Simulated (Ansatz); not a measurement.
# AlN: ε∞ with and without local fields

Plane-wave DFT in Ansatz with scalar-relativistic PAW potentials. The crystal relaxes under PBE to F-43m with a = 4.403 Å, 10.67 Å³/atom. No spin polarisation.

A sum over independent transitions (PBE, gap on the mesh 3.31 eV) gives a mean ε∞ of 4.77.

Problem. What does self-consistent linear response to a field give, and why do the two differ?

Solution. 4.62, which is 3.1 % lower. The response calculation lets the induced density act back: the Hartree local fields oppose the polarisation and lower ε∞, more so where the density is uneven, while the exchange-correlation kernel raises it again by part of that. The net effect here is a decrease, as usual.

This zinc-blende form isn't the usual stable structure of the compound.